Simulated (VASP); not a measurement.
Set up this calculation in VASP 6.6.1, as the native input.

```
Task                      : vibrations by finite differences
Functional                : PBE
Potentials or basis       : VASP PAW PBE potentials, release 64 (Al)
Cutoff                    : 520 eV
k mesh                    : 18 × 18 × 18
Occupations               : gaussian, width 1 eV
Spin                      : no spin polarisation
Ions in elastic constants : relaxed
Further INCAR settings    : ALGO = Fast; EDIFF = 1e-08; IBRION = 6; POTIM = 0.015; NSW = 1; ISIF = 3
```

The structure of Al lies in POSCAR:

```
Al                                      
1.0
    0.0000000000      2.0262837810      2.0262837810
    2.0262837810      0.0000000000      2.0262837810
    2.0262837810      2.0262837810      0.0000000000
  Al            
     1
Direct
     0.0000000000000000    0.0000000000000000    0.0000000000000000
```

These files were run (other wordings do the same):

INCAR

```
SYSTEM = Al
  PREC = Accurate
  ENCUT = 520
  EDIFF = 1E-8
  ISMEAR = 0
  SIGMA = 1.0
  LREAL = .False.
  LASPH = .True.
  NELM = 100
  ALGO = Fast
  ISIF = 3
  LWAVE = .False.
  LCHARG = .False.
  GGA = PE
  IBRION = 6
  NFREE = 2
  POTIM = 0.015
  NSW = 1
```

KPOINTS

```
Automatic mesh
0
Gamma
  18 18 18
  0 0 0
```

Potentials or basis: VASP PAW PBE potentials, release 64 (Al).

The run is started by

```console
$ cat potpaw_PBE.64/Al/POTCAR > POTCAR
$ mpirun -np 1 vasp_std > vasp.out
```

Results of the run:

| Property | Result |
| --- | --- |
| Elastic constants C11, C12, C44 | 109, 58, 33 GPa |
| Voigt bulk modulus | 75 GPa |

Run time: 4.9 min on 1 thread of Intel(R) Xeon(R) Platinum 8488C (Sapphire Rapids), with other jobs on the host, peak memory 0.39 GiB.
